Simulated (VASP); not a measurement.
Input of a VASP 6.6.1 run:

Contents of run.py:

```python
from ase.calculators.vasp import Vasp
from ase.dft.bandgap import bandgap
from ase.io import read

atoms = read('Re.xyz')
calc = Vasp(
    directory='calc',
    xc='lda',
    pp='LDA',
    setups='recommended',
    prec='Accurate',
    encut=520,
    ediff=1e-06,
    ismear=0,
    sigma=0.05,
    lreal=False,
    lasph=True,
    nelm=100,
    algo='Normal',
    isif=2,
    lwave=False,
    lcharg=False,
    kpts=[12, 12, 12],
    gamma=True,
)
atoms.calc = calc

print('energy (eV):', atoms.get_potential_energy())
print('free energy (eV):', atoms.get_potential_energy(force_consistent=True))
print('forces (eV/A):')
print(atoms.get_forces())
print('stress (eV/A^3, Voigt):', atoms.get_stress())
print('Fermi level (eV):', calc.get_fermi_level())
gap, top, bottom = bandgap(calc)
print('band gap (eV):', gap, 'from (spin, k, band)', top, 'to', bottom)
```

Contents of Re.xyz:

```xyz
1
Lattice="0.0000000000 1.9750000000 1.9750000000 1.9750000000 0.0000000000 1.9750000000 1.9750000000 1.9750000000 0.0000000000" Properties=species:S:1:pos:R:3 pbc="T T T"
Re     0.0000000000      0.0000000000      0.0000000000
```

Potentials or basis: VASP PAW LDA potentials, release 64 (Re).

Command:

```console
$ python run.py
```

Task: What does it give for the band gap on the k mesh?

Result: None (metal or under the smearing width).

Task: What does it give for the pressure?

Result: -23.1 GPa.

Caveat: so large a pressure means that the cell lies far from this level's equilibrium, or that cutoff or potentials fall short. The run has no spin-orbit coupling, so splittings on Re are missing.
